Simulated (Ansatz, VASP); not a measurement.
**C in VASP and in Ansatz**

File INCAR:

```
SYSTEM = C
  PREC = Accurate
  ENCUT = 520
  EDIFF = 1E-6
  ISMEAR = -1
  SIGMA = 0.02
  LREAL = .False.
  LASPH = .True.
  NELM = 80
  ALGO = Normal
  ISIF = 2
  LWAVE = .False.
  LCHARG = .False.
  LDIPOL = .True.
  IDIPOL = 3
  DIPOL = 0.5 0.5 0.500
  GGA = PE
  NBANDS = 21
```

The input KPOINTS:

```
regular mesh
0
Gamma
  12 12 1
  0 0 0
```

The input POSCAR:

```
C
1.0
    2.5255274272      0.0000000000      0.0000000000
    0.0000000000      2.5255274272      0.0000000000
    0.0000000000      0.0000000000     17.3036000000
C
6
Direct
    0.7500000000      0.0000000000      0.3756445340
    0.2500000000      0.0000000000      0.4205156608
    0.2500000000      0.5000000000      0.4751005762
    0.7500000000      0.5000000000      0.5248994240
    0.7500000000      0.0000000000      0.5794843371
    0.2500000000      0.0000000000      0.6243554660
```

Input for Ansatz:

```yaml
crystal:
  lattice:
    - [2.5255274272, 0.0, 0.0]
    - [0.0, 2.5255274272, 0.0]
    - [0.0, 0.0, 17.3036]
  atoms:
    - { symbol: C, position: [0.75, 0.0, 0.375644534] }
    - { symbol: C, position: [0.25, 0.0, 0.4205156608] }
    - { symbol: C, position: [0.25, 0.5, 0.4751005762] }
    - { symbol: C, position: [0.75, 0.5, 0.524899424] }
    - { symbol: C, position: [0.75, 0.0, 0.5794843371] }
    - { symbol: C, position: [0.25, 0.0, 0.624355466] }
kpoints:
  mp_grid: { grid: [12, 12, 1] }
scf:
  occupations: { method: fermi_dirac, width: 0.02 }
hamiltonian:
  xc: pbe
  pseudopotentials: { kind: paw }
output:
  forces: true
  stress: true
  eigenvalues: true
efield:
  axis: 3
  amplitude: 0
  dipole_correction: true
```

Alike in both runs: task single point; functional PBE; k mesh 12 × 12 × 1; occupations fermi-dirac, width 0.02 eV; no spin polarisation.

|  | VASP | Ansatz |
| --- | --- | --- |
| version | VASP 6.6.1 | Ansatz 0.2.0 |
| potentials or method | VASP PAW PBE potentials, release 64 (C) | PAW with Ansatz's default frozen-core files, scalar-relativistic |
| plane-wave cutoff (eV) | 520 | 420 |
| valence electrons in the cell | 24 | 24 |

|  | VASP | Ansatz | Ansatz less VASP |
| --- | --- | --- | --- |
| rms of the force components (eV/Å) | 0.016 | 0.002 | -0.0149 |

Atom by atom the forces differ by 0.016 eV/Å (rms over components).
